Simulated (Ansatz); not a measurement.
# MgS: experiment and calculation

**The experiment to reproduce.**

From a printed reference work, data compilation, for a bulk crystal of MgS at 294.15 K: lattice constant a 5.2023 Å.

The results are compared with them further down.

Theory: DFT PBEsol, scalar-relativistic, plane waves, PAW (Ansatz).

Cutoff 420 eV; k points 8×8×8 on the computed 2-atom cell (Γ-centred); Gaussian smearing, width 0.02 eV; no spin polarisation.

Relaxed structure, symmetry kept:

Space group Fm-3m (No. 225). a = 5.182 Å, b = 5.182 Å, c = 5.182 Å, α = 90.00°, β = 90.00°, γ = 90.00°
```tsv
atom	site	symmetry	x	y	z
Mg	4a	m-3m	0.0000	0.0000	0.0000
S	4b	m-3m	0.5000	0.0000	0.0000
```

| Property | Result |
| --- | --- |
| Space group | Fm-3m (No. 225) |
| Volume per atom | 17.39 Å³ |
| Formation energy from the elements' standard states (uncorrected) | -1.488 eV/atom |
| Kohn–Sham band gap | 2.73 eV, indirect from Γ to X |
| Löwdin character of the top 1 eV of the valence band | S 3p 97 % |
| Löwdin character of the lowest 1 eV of the conduction band | Mg 3s 73 %, unprojected 17 % |
| Electron masses at the edge by Cartesian direction of the standard setting (m_e; degenerate bands sorted by energy; no spin-orbit coupling) | x: 0.53; y: 0.29; z: 0.29 |
| Hole masses at the edge by Cartesian direction of the standard setting (m_e; degenerate bands sorted by energy; no spin-orbit coupling) | x: 0.92, 0.92, 0.25; y: 0.92, 0.92, 0.25; z: 0.92, 0.92, 0.25 |
| Bulk modulus | 78 GPa |
| Its pressure derivative | 4.1 |
| Electronic dielectric constant xx, yy, zz of the standard setting (independent particles) | 6.1, 6.1, 6.1 |
| Bader charges (e) | Mg (1 in the cell) 1.67, S (1 in the cell) -1.67 |

Against the measured lattice constant a of MgS, 5.2023 Å (294.15 K; a printed reference work, data compilation), the calculated 5.182 Å is off by -0.4 %. The calculation is for 0 K without zero-point motion.